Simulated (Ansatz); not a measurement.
# Si2Mo (I4/mmm) in Ansatz: a series of runs

One crystal, Si2Mo, is run at these levels: r2SCAN0, BLYP; tasks: single point.

All numbers are computed with Ansatz 0.2.0; they aren't measurements. Logs are shortened: lines on timing, memory, paths and dates and some standing lists are left out, and cuts for length are marked.

### 1 The crystal as given

The structure is tetragonal, space group I4/mmm (No. 139). The conventional cell has a = 3.200 Å, b = 3.200 Å, c = 7.861 Å, α = 90.00°, β = 90.00°, γ = 90.00°. Mo (site symmetry 4/mmm) is surrounded by 10 Si at 2.62 Å. Around Si (site symmetry 4mm) lie 5 Si at 2.61 to 2.63 Å and 5 Mo at 2.62 Å.

### 2 Single point, r2SCAN0

File input.yaml:

```yaml
crystal:
  lattice: { a: 3.2, b: 3.2, c: 7.861, alpha: 90.0, beta: 90.0, gamma: 90.0 }
  space_group: 139
  reduce_to_primitive: true
  atoms:
    - { symbol: Mo, wyckoff: "2a", position: [0.0, 0.0, 0.0] }
    - { symbol: Si, wyckoff: "4e", position: [0.5, 0.5, 0.167] }
hamiltonian:
  xc: r2scan0
  pseudopotentials: { kind: paw }
kpoints:
  mp_grid: { grid: [6, 6, 6] }
scf:
  occupations: { method: fermi_dirac, width: 0.1 }
output:
  forces: true
  stress: true
  eigenvalues: true
```

Potentials or basis: Ansatz PAW.

Launch:

```
$ ansatz run input.yaml --threads 2 --pin off --max-ram 5120MiB --backend cpu --events-out ev --progress --plain --runs-dir out
```

The log of the run:

```text
Warning: output.stress: scf.convergence.dr2_threshold = 1e-7 eV (the SCF's general default) is looser than the 3e-10 eV advised for a printed stress (1e-10 eV for each atom of the cell: 3). What an SCF threshold leaves in a stress goes as its square root, and in the free energy as the threshold itself, and one threshold admits the most on a small cell: of the crystals measured, under no hybrid functional and no lock of the moments, on runs that ended without the residual-converged pass, on stresses that held no estimate of that error, the worst erred by over 100 MPa in a component at 1e-7 eV an atom and by under 5 at 1e-10. Set scf.convergence.dr2_threshold to 3e-10 eV or tighter. The threshold is an SCF's pass mark: one that does not reach it within its budget of iterations ends unconverged, or closes short of it on a stop that the run arms, and scf.convergence.dr2_threshold's page says what that costs each kind of run
Warning: output.stress: scf.exx.energy_threshold = 1e-6 eV is looser than the 3e-8 eV advised for a stress under a hybrid functional (1e-8 eV for each atom of the cell: 3). Every SCF of the exchange loop can meet its threshold on dr2 while the loop round them stops early: no threshold on dr2 bounds what that leaves in the stress. Set scf.exx.energy_threshold to 3e-8 eV or tighter. The threshold is the loop's pass mark: a loop that does not reach it within its budget of cycles ends unconverged, and scf.exx.energy_threshold's page has the law
Warning: RAYON_NUM_THREADS=2 ignored (pool sized by the plan → 2); use --threads N
crystal.space_group: 139 is read as I4/mmm: the typed cell holds Mo2Si4 (Mo 2a, Si 4e). Least distances (Å): Mo–Mo 3.200, Mo–Si 2.616, Si–Si 2.612
crystal.space_group generates its sites in this order, which a site index counts, at these fractional coordinates of the primitive cell where crystal.reduce_to_primitive is true, and else of the cell that is read (crystal.supercell repeats the list replica by replica, and crystal.defects acts on that): 0: Mo [0.000000, 0.000000, 0.000000]; 1: Si [0.667000, 0.667000, 0.000000]; 2: Si [0.333000, 0.333000, 0.000000];
basis.fft_grid_basis auto: the FFT boxes are laid along the combinations [[1, 0, 1], [0, 1, 1], [0, 0, 1]] of the cell's own vectors, 3.200, 3.200 and 4.535 Å long. The dense box has 24×24×36 points. Along the cell's own vectors, as sized, it would have 36×36×36, 2.25 times as many. Of the 16 symmetry operations that the crystal satisfies within crystal.symmetry.tolerance (time reversal apart; of a slab, those that keep its plane) the dense box along the cell's own vectors carries 16, and the one as laid loses 12 of those. basis.fft_grid_basis: typed keeps the cell's own vectors: state it where this run's energies or levels are differenced outside the engine with another run's, or held beside a run that keeps those vectors.
Engine: ansatz 0.2.0, x86_64-unknown-linux-gnu
Pseudopotentials: kind: paw
Pseudopotential: Mo, paw, valence charge 14, recommended cutoff 500 eV (meta_gga), Mo.paw.azcp
Pseudopotential: Si, paw, valence charge 4, recommended cutoff 500 eV (meta_gga), Si.paw.azcp
Functional definition: r2SCAN0
  parameter a = 0.25
  parameter k0 = 0.174
  parameter k1 = 0.065
  parameter a1 = 4.9479
  exchange = (1 - a)*r2scan_x(k0 = k0, k1 = k1, a1 = a1) + a*exact_x
  correlation = r2scan_c
Crystal: 3 atoms, lattice volume = 40.248 Å³
Basis set: ecut = 500 eV, 1039 PW (Γ), FFT grids on a1+a3, a2+a3, a3, exchange–correlation on 96×96×144 points (64 copies of the dense FFT grid, shifted against one another)
Bands: 15, of which v1, the nominal top of the filled ones, is band 11 counted from 1 (10 counted from 0)
Symmetry: 16 space group operations
Space group: I4/mmm (ITA 139), of the structure as read, at distance tolerance 3.4e-5 Å
k-points: 30 of 216
Non-local potential: Mo, projectors of the file, l = 0: 3, l = 1: 2, l = 2: 2, l = 3: 1
Non-local potential: Si, projectors of the file, l = 0: 2, l = 1: 2, l = 2: 2
PAW form: soft (Blöchl's): semilocal exchange-correlation on the pseudo side does not see the compensation charge
PAW frozen core: Mo, regenerated for the run's functional, and the local potential with it (the file was generated under x = pbe(κ = 0.804, μ = 0.2195149727645171), c = pbe(β = 0.06672455060314922))
PAW frozen core: Si, regenerated for the run's functional, and the local potential with it (the file was generated under x = pbe(κ = 0.804, μ = 0.2195149727645171), c = pbe(β = 0.06672455060314922))
PAW one-centre angular grid: Mo, 590 points (default); XC on 160 Gauss nodes
PAW one-centre angular grid: Si, 302 points (default); XC on 160 Gauss nodes
Initial density: superposition of atomic densities (neutral atoms: chi_scale 0, normalization atom), corrected by the library's trained network
Initial wavefunctions: pseudopotential atomic-orbital guess
Functional: x = r2scan, c = r2scan; τ floored in thin density (d = 2e-4 eV/Å³), warm-up for x = 0.75 r2scan + 0.25 exact, c = r2scan; τ floored in thin density (d = 2e-4 eV/Å³)
SCF iter   1: F=—  HF=-6247.112662 eV  |F-HF|=—  |Δ(HF+E_count)|=         —  Δρ=8.38e-3  dr2=2.22e-2  dr2_τ=3.42e-2  ethr=1.77e-3  ⟨swp⟩=6.7  Hψ=1994  notcnv=0
preconditioner: auto → none  [insulator: Δε(μ)=0.341 eV  Ē_g=8.238 eV  σ=0.100 eV  W_gap=0.68  n_scr=10 (ndim 8)  ℏωp=21.9 eV  f_vac=0.000  D(μ)=0.17/eV (n_scr^D=0)]
SCF iter   2: F=—  HF=-6247.147863 eV  |F-HF|=—  |Δ(HF+E_count)|=   3.52e-2  Δρ=4.50e-3  dr2=9.70e-3  dr2_τ=8.85e-4  ethr=1.01e-4  ⟨swp⟩=3.5  Hψ=1206  notcnv=0  defer=3
SCF iter   3: F=—  HF=-6247.148376 eV  |F-HF|=—  |Δ(HF+E_count)|=   5.14e-4  Δρ=3.57e-3  dr2=8.42e-3  dr2_τ=7.55e-4  ethr=4.41e-5  ⟨swp⟩=3.2  Hψ=1010  notcnv=0  defer=1
iter 4 solved again at ethr=2.82e-7 eV; its pass at ethr=3.83e-5 eV (dr2=6.20e-5 eV) is discarded
SCF iter   4: F=—  HF=-6247.147082 eV  |F-HF|=—  |Δ(HF+E_count)|=   1.29e-3  Δρ=6.19e-4  dr2=6.19e-5  dr2_τ=9.59e-6  ethr=2.82e-7  ⟨swp⟩=4.3  Hψ=2036  notcnv=0
SCF iter   5: F=—  HF=-6247.147121 eV  |F-HF|=—  |Δ(HF+E_count)|=   3.95e-5  Δρ=2.12e-4  dr2=6.89e-6  dr2_τ=5.64e-7  ethr=2.81e-7  ⟨swp⟩=3.0  Hψ=882  notcnv=0
SCF iter   6: F=—  HF=-6247.147138 eV  |F-HF|=—  |Δ(HF+E_count)|=   1.70e-5  Δρ=3.59e-5  dr2=4.41e-7  dr2_τ=1.82e-8  ethr=3.13e-8  ⟨swp⟩=3.2  Hψ=1004  notcnv=0
SCF iter   7: F=—  HF=-6247.147139 eV  |F-HF|=—  |Δ(HF+E_count)|=   9.83e-7  Δρ=1.28e-5  dr2=9.20e-8  dr2_τ=9.44e-9  ethr=2.00e-9  ⟨swp⟩=3.9  Hψ=1057  notcnv=0
SCF iter   8: F=—  HF=-6247.147139 eV  |F-HF|=—  |Δ(HF+E_count)|=   6.35e-9  Δρ=4.85e-6  dr2=1.59e-8  dr2_τ=8.35e-10  ethr=4.18e-10  ⟨swp⟩=3.0  Hψ=894  notcnv=0
SCF iter   9: F=-6247.147139 eV  HF=-6247.147139 eV  |F-HF|=8.09e-11  |Δ(HF+E_count)|=   1.72e-9  Δρ=8.33e-7  dr2=2.21e-10  dr2_τ=1.78e-11  ethr=7.24e-11  ⟨swp⟩=3.1  Hψ=913  notcnv=0
SCF 1 converged in 9 iterations: F = -6247.147139 eV  dr2 = 2.21e-10
Initial density: handed on by an earlier stage of this run
Initial wavefunctions: those handed on with the density
Functional: x = 0.75 r2scan + 0.25 exact, c = r2scan; τ floored in thin density (d = 2e-4 eV/Å³)
Frozen-core exchange: fock
iter 1 solved again at ethr=5.02e-5 eV; its pass at ethr=1.00e-1 eV (dr2=1.10e-2 eV) is discarded
SCF iter   1: F=—  HF=-6245.866087 eV  |F-HF|=—  |Δ(HF+E_count)|=         —  Δρ=6.04e-3  dr2=1.45e-2  dr2_τ=1.19e-3  ethr=5.02e-5  ⟨swp⟩=4.3  Hψ=2232  notcnv=0
preconditioner: auto → none  [insulator: Δε(μ)=0.591 eV  Ē_g=10.028 eV  σ=0.100 eV  W_gap=0.89  n_scr=10 (ndim 8)  ℏωp=21.9 eV  f_vac=0.000  D(μ)=0.06/eV (n_scr^D=0)]
SCF iter   2: F=—  HF=-6245.869363 eV  |F-HF|=—  |Δ(HF+E_count)|=   3.28e-3  Δρ=3.00e-3  dr2=4.18e-3  dr2_τ=5.76e-4  ethr=5.02e-5  ⟨swp⟩=3.0  Hψ=1012  notcnv=0
SCF iter   3: F=—  HF=-6245.868897 eV  |F-HF|=—  |Δ(HF+E_count)|=   4.66e-4  Δρ=1.50e-3  dr2=5.16e-4  dr2_τ=4.36e-5  ethr=1.78e-5  ⟨swp⟩=3.0  Hψ=845  notcnv=0
SCF iter   4: F=—  HF=-6245.868826 eV  |F-HF|=—  |Δ(HF+E_count)|=   7.11e-5  Δρ=4.54e-4  dr2=9.07e-5  dr2_τ=3.04e-6  ethr=2.21e-6  ⟨swp⟩=3.1  Hψ=962  notcnv=0
SCF iter   5: F=—  HF=-6245.868813 eV  |F-HF|=—  |Δ(HF+E_count)|=   1.22e-5  Δρ=2.05e-4  dr2=2.95e-5  dr2_τ=1.98e-6  ethr=3.91e-7  ⟨swp⟩=3.0  Hψ=982  notcnv=0
SCF iter   6: F=-6245.868804 eV  HF=-6245.868805 eV  |F-HF|=7.82e-8  |Δ(HF+E_count)|=   8.91e-6  Δρ=3.63e-5  dr2=2.81e-7  dr2_τ=1.55e-7  ethr=1.29e-7  ⟨swp⟩=3.0  Hψ=987  notcnv=0
SCF 2 stopped early in 6 iterations: F = -6245.868804 eV  dr2 = 2.81e-7
  Residual-converged pass: ⟨swp⟩=4.0  Hψ=1363  notcnv=0  max |occ|·‖R‖ = 6.6e-6 eV (tolerance 6.7e-6 eV)  dr2=3.02e-7  dr2_τ=1.80e-7  dr2_onsite=1.48e-8  max |Δocc| = 2.1e-9
hybrid outer 1: dexx = +9.796e-3 eV, tail = 1.10e-5 eV
Frozen-core exchange: fock
SCF iter   1: F=—  HF=-6245.868765 eV  |F-HF|=—  |Δ(HF+E_count)|=         —  Δρ=5.67e-5  dr2=4.11e-7  dr2_τ=7.02e-7  ethr=2.49e-7  ⟨swp⟩=5.1  Hψ=1271  notcnv=0
preconditioner: auto → none  [insulator: Δε(μ)=0.525 eV  Ē_g=10.021 eV  σ=0.100 eV  W_gap=0.86  n_scr=10 (ndim 8)  ℏωp=21.9 eV  f_vac=0.000  D(μ)=0.05/eV (n_scr^D=0)]
SCF iter   2: F=—  HF=-6245.868765 eV  |F-HF|=—  |Δ(HF+E_count)|=   1.85e-8  Δρ=2.57e-5  dr2=8.61e-8  dr2_τ=1.62e-8  ethr=1.84e-9  ⟨swp⟩=3.5  Hψ=935  notcnv=0  defer=2
SCF iter   3: F=—  HF=-6245.868765 eV  |F-HF|=—  |Δ(HF+E_count)|=   2.02e-8  Δρ=1.02e-5  dr2=7.43e-8  dr2_τ=1.22e-8  ethr=3.85e-10  ⟨swp⟩=3.5  Hψ=1167  notcnv=0  defer=2
SCF iter   4: F=—  HF=-6245.868765 eV  |F-HF|=—  |Δ(HF+E_count)|=   2.51e-8  Δρ=2.89e-6  dr2=1.62e-9  dr2_τ=5.27e-10  ethr=3.24e-10  ⟨swp⟩=3.2  Hψ=889  notcnv=0  defer=2
SCF iter   5: F=—  HF=-6245.868765 eV  |F-HF|=—  |Δ(HF+E_count)|=  1.46e-10  Δρ=1.62e-6  dr2=1.37e-9  dr2_τ=2.71e-10  ethr=7.28e-12  ⟨swp⟩=3.9  Hψ=1315  notcnv=0  defer=2
SCF iter   6: F=-6245.868765 eV  HF=-6245.868765 eV  |F-HF|=1.06e-10  |Δ(HF+E_count)|=  2.90e-10  Δρ=5.44e-7  dr2=1.29e-10  dr2_τ=2.10e-12  ethr=6.07e-12  ⟨swp⟩=2.8  Hψ=831  notcnv=0  defer=7
SCF 3 converged in 6 iterations: F = -6245.868765 eV  dr2 = 1.29e-10
  Residual-converged pass: ⟨swp⟩=3.3  Hψ=1117  notcnv=0  max |occ|·‖R‖ = 2.6e-7 eV (tolerance 2.7e-7 eV)  dr2=1.15e-10  dr2_τ=2.21e-12  dr2_onsite=5.46e-12  max |Δocc| = 7.5e-13
hybrid outer 2: dexx = +2.059e-7 eV, tail = 6.96e-9 eV, Δε = 6.80e-4 eV (about 1.70e-5 eV left of the loop's levels), ΔF = 9.18e-4 eV/Å (tail 3.16e-4)
hybrid SCF converged: 2 outer / 12 inner (+9 warm-up), last move |dexx| = 2.06e-7 eV, tail = 6.96e-9 eV
Stability not checked: this state was not tested for a lower state beside it, because the functional holds exact exchange (a hybrid, or Hartree-Fock), whose exchange loop this test does not read (fock_operator; see scf.lower_state_search)
Free energy (F): -6245.868765 eV
Frozen-core exchange: fock
Harris-Foulkes:  -6245.868765 eV  (|F-HF|=1.06e-10)
Internal energy: -6245.866494 eV  (E = F + TS)
E sigma→0 (E₀):  -6245.867630 eV
Entropy (-TS):   -0.002271 eV (-0.757 meV/atom)
Fermi energy:    16.163309 eV
--- Per-component energies (eV) ---
  E_band       = -100.645823
  E_kinetic    = 529.442174
  E_local      = -1139.424900  (includes V_loc(G=0)·N_el)
  E_nonlocal   = 187.758998
  E_hartree    = 424.746979
  E_xc         = -222.463144
  E_vxc        = -277.090353  (∫ρ·V_xc dr)
  E_exx        = -62.813075  (= α·E_x^exact, valence–valence)
  E_paw        = -4254.807034  (= ΣΔE_a)
  E_vpaw       = -139.485155  (= ΣTr[D̂ρ^β])
  E_aug_tail   = 0.000022  (compensation charges beyond the density's cutoff)
  E_vtau       = 14.285886  (kinetic-family band-sum trace: ∫τ·v_τ [+ j·A + Jᵃ·Aᵃ] dr)
  E_ewald      = -1707.522119
  E_core_change = -0.784395  (= ΣΔE_core)
  E_smearing   = -0.002271  (= −TS)
  E_closure    = -0.000001  (closes the sum)
  Σ components = -6245.868765   (vs F -6245.868765, Δ=-9.09e-13)
--- Forces (eV/Å), atoms counted from 1 ---
  atom   1  Mo     0.00000000     0.00000000     0.00000000
  atom   2  Si    -0.00000000    -0.00000000    -0.52791354
  atom   3  Si    -0.00000000     0.00000000     0.52791354
  max |Σ_I F_I| component: 1.11e-16 eV/Å
--- Stress (GPa, compression-positive) ---
       -5.258408       0.000000      -0.000000
        0.000000      -5.258408      -0.000000
       -0.000000      -0.000000      -8.691883
  P = ⅓ Tr σ = -6.4029 GPa (-64.029 kbar)
--- Band table (eV; the first three rows and the last of 30) ---
  k-point 0: bands = ["-50.5863", "-22.8774", "-22.7214", "-22.7214", "-0.1393", "8.0796", "11.5345", "12.1467", "12.2377", "12.2377", "16.4355", "19.8285", "19.9325", "20.4514", "20.4514"]
  k-point 1: bands = ["-50.5747", "-22.8626", "-22.7974", "-22.7911", "0.8236", "8.8356", "9.9065", "10.4048", "12.3835", "13.3473", "13.6630", "19.0872", "20.4542", "20.6342", "20.8828"]
  k-point 2: bands = ["-50.5518", "-22.9374", "-22.9298", "-22.8318", "3.2894", "8.2749", "8.4734", "9.2981", "12.2677", "12.6310", "13.2101", "19.2645", "20.2561", "20.3954", "20.4819"]
  k-point 29: bands = ["-50.5860", "-22.9040", "-22.7226", "-22.7226", "1.9927", "3.8050", "11.5749", "12.9730", "14.7853", "14.7853", "15.0800", "15.0800", "16.7103", "21.6919", "22.6769"]
```

It took 65 s on 2 threads of Intel Xeon Platinum 8488C (Sapphire Rapids), shared host; peak memory 1.9 GiB.

Results:

- Free energy: -6245.8688 eV
- Pressure: -6.4 GPa
- Largest force: 0.528 eV/Å
- Band gap on the k mesh: none (metal or under the smearing width)

Forces in eV/Å, atoms in the order of the input:
```
Mo   0.000  0.000  0.000
Si   0.000  0.000 -0.528
Si   0.000  0.000  0.528
```

Stress tensor (GPa, compression positive):
```
-5.26  0.00  0.00
 0.00 -5.26  0.00
 0.00  0.00 -8.69
```

Levels at points of the mesh, in eV from the Fermi level:
```tsv
k point	band 8	band 9	band 10	band 11	band 12	band 13	band 14	band 15
(0.00, 0.00, 0.00)	-4.02	-3.93	-3.93	0.27	3.67	3.77	4.29	4.29
(0.00, 0.00, -0.50)	-6.67	-5.98	-4.43	-2.24	3.49	3.71	3.75	4.03
(0.00, -0.50, 0.00)	-5.99	-3.77	-3.68	-1.37	3.37	3.66	5.00	5.12
(-0.50, -0.50, -0.50)	-3.19	-1.38	-1.38	-1.08	-1.08	0.55	5.53	6.51
```

Caveat: the k mesh is coarse (spacing up to 0.46 Å⁻¹), so the values aren't converged, least of all with exact exchange; the PAW data sets come from PBE, with cores solved anew for the run's functional, which leaves a small shift of forces and pressure; the thresholds are loose for stress.

### 3 Single point, BLYP, collinear spin, program default start (volume scaled by 1.25)

File input.yaml:

```yaml
crystal:
  lattice:
    - [-1.723547752, 1.723547752, 4.2340027746]
    - [1.723547752, -1.723547752, 4.2340027746]
    - [1.723547752, 1.723547752, -4.2340027746]
  atoms:
    - { symbol: Mo, position: [0.0, 0.0, 0.0] }
    - { symbol: Si, position: [0.667, 0.667, 0.0] }
    - { symbol: Si, position: [0.333, 0.333, 0.0] }
hamiltonian:
  xc: blyp
  pseudopotentials: { kind: paw, partial_waves: polarizable }
magnetization:
  spin_polarized: true
kpoints:
  mp_grid: { grid: [12, 12, 12] }
scf:
  occupations: { method: methfessel_paxton, width: 0.1 }
output:
  forces: true
  stress: true
  eigenvalues: true
```

Potentials or basis: Ansatz PAW polarizable.

Launch:

```
$ ansatz run input.yaml --threads 2 --pin off --max-ram 5120MiB --backend cpu --events-out ev --progress --plain --runs-dir out
```

The log of the run:

```text
Warning: RAYON_NUM_THREADS=2 ignored (pool sized by the plan → 2); use --threads N
basis.fft_grid_basis auto: the FFT boxes are laid along the combinations [[1, 0, 1], [0, 1, 1], [0, 0, 1]] of the cell's own vectors, 3.447, 3.447 and 4.885 Å long. The dense box has 24×24×36 points. Along the cell's own vectors, as sized, it would have 36×36×36, 2.25 times as many. Of the 16 symmetry operations that the crystal satisfies within crystal.symmetry.tolerance (time reversal apart; of a slab, those that keep its plane) the dense box along the cell's own vectors carries 16, and the one as laid loses 12 of those. basis.fft_grid_basis: typed keeps the cell's own vectors: state it where this run's energies or levels are differenced outside the engine with another run's, or held beside a run that keeps those vectors.
band count auto-derived: 17 (N_el = 22.0; filled up to band 11; 15 by the electrons, moments and atoms)
[... 2 set-up lines as earlier in the session ...]
Pseudopotential: Mo, paw, valence charge 14, recommended cutoff 420 eV (normal), Mo.paw.azcp
Pseudopotential: Si, paw, valence charge 4, recommended cutoff 420 eV (normal), Si.paw.azcp
Functional definition: BLYP
  parameter beta = 0.0042
  parameter a = 0.04918
  parameter b = 0.132
  parameter c = 0.2533
  parameter d = 0.349
  exchange = b88_x(beta = beta)
  correlation = lyp_c(a = a, b = b, c = c, d = d)
Crystal: 3 atoms, lattice volume = 50.310 Å³
Basis set: ecut = 420 eV, 1015 PW (Γ), FFT grids on a1+a3, a2+a3, a3, exchange–correlation on 48×48×72 points (8 copies of the dense FFT grid, shifted against one another)
Bands: 17, of which v1, the nominal top of the filled ones, is band 11 counted from 1 (10 counted from 0)
[... 1 set-up line as earlier in the session ...]
Space group: I4/mmm (ITA 139), of the structure as read, at distance tolerance 3.7e-5 Å
k-points: 163 of 1728
[... 3 set-up lines as earlier in the session ...]
[... 37 lines left out ...]
Fermi energy:    12.549041 eV
--- Per-component energies (eV) ---
  E_band       = -111.756486
  E_kinetic    = 515.722876
  E_local      = -1308.069766  (includes V_loc(G=0)·N_el)
  E_nonlocal   = 194.184935
  E_hartree    = 473.048995
  E_xc         = -285.867088
  E_vxc        = -311.784608  (∫ρ·V_xc dr)
  E_paw        = -4251.830108  (= ΣΔE_a)
  E_vpaw       = -147.904445  (= ΣTr[D̂ρ^β])
  E_aug_tail   = 0.000048  (compensation charges beyond the density's cutoff)
  E_ewald      = -1585.123120
  E_core_change = 0.117345  (= ΣΔE_core)
  E_smearing   = -0.000429  (= −TS)
  E_closure    = -0.000000  (closes the sum)
  Σ components = -6247.816311   (vs F -6247.816311, Δ=0.00e0)
--- Forces (eV/Å), atoms counted from 1 ---
  atom   1  Mo    -0.00000000     0.00000000    -0.00000000
  atom   2  Si    -0.00000000     0.00000000    -0.59996980
  atom   3  Si     0.00000000    -0.00000000     0.59996980
  max |Σ_I F_I| component: 2.22e-16 eV/Å
--- Stress (GPa, compression-positive) ---
      -17.872052       0.000000       0.000000
        0.000000     -17.872052       0.000000
        0.000000       0.000000     -22.484323
  P = ⅓ Tr σ = -19.4095 GPa (-194.095 kbar)
--- Band table (eV; the first three rows and the last of 326) ---
  k-point 0 ↑: bands = ["-48.4110", "-22.4571", "-22.4347", "-22.4347", "0.8918", "7.6971", "8.7694", "10.5325", "10.5325", "10.5828", "12.8680", "14.4658", "15.6571", "15.6646", "15.6646", "16.3783", "16.3783"]
  k-point 1 ↑: bands = ["-48.4102", "-22.4558", "-22.4412", "-22.4406", "1.0656", "7.8450", "8.4376", "10.1874", "10.6097", "10.9424", "12.3338", "13.9625", "15.2615", "15.6925", "15.9343", "15.9858", "17.1282"]
  k-point 2 ↑: bands = ["-48.4081", "-22.4587", "-22.4567", "-22.4523", "1.5725", "7.9167", "8.1986", "9.4256", "10.7093", "11.2296", "11.3957", "13.6330", "15.1964", "15.6414", "15.6776", "16.0376", "18.2663"]
  k-point 162 ↓: bands = ["-48.4109", "-22.4636", "-22.4351", "-22.4351", "2.2998", "3.9249", "10.2944", "10.9046", "12.1363", "12.1363", "12.1439", "12.1439", "12.9471", "15.2849", "16.2446", "18.6722", "19.9938"]
```

Wall time 11 s (2 threads of Intel Xeon Platinum 8488C (Sapphire Rapids), shared host); peak memory 0.58 GiB.

What came out:

```yaml
Free_energy: -6247.8163 eV
Pressure: -19.4 GPa
Largest_force: 0.600 eV/Å
Band_gap_on_the_k_mesh: none (metal or under the smearing width)
Net_moment: 0.00 μB per cell
Absolute_moment: 0.00 μB per cell
```

Forces in eV/Å, atoms in the order of the input:
```
Mo   0.000  0.000  0.000
Si   0.000  0.000 -0.600
Si   0.000  0.000  0.600
```

Stress tensor (GPa, compression positive):
```
-17.87   0.00   0.00
  0.00 -17.87   0.00
  0.00   0.00 -22.48
```

Caveat: the PAW data sets come from PBE, with cores solved anew for the run's functional, which leaves a small shift of forces and pressure.
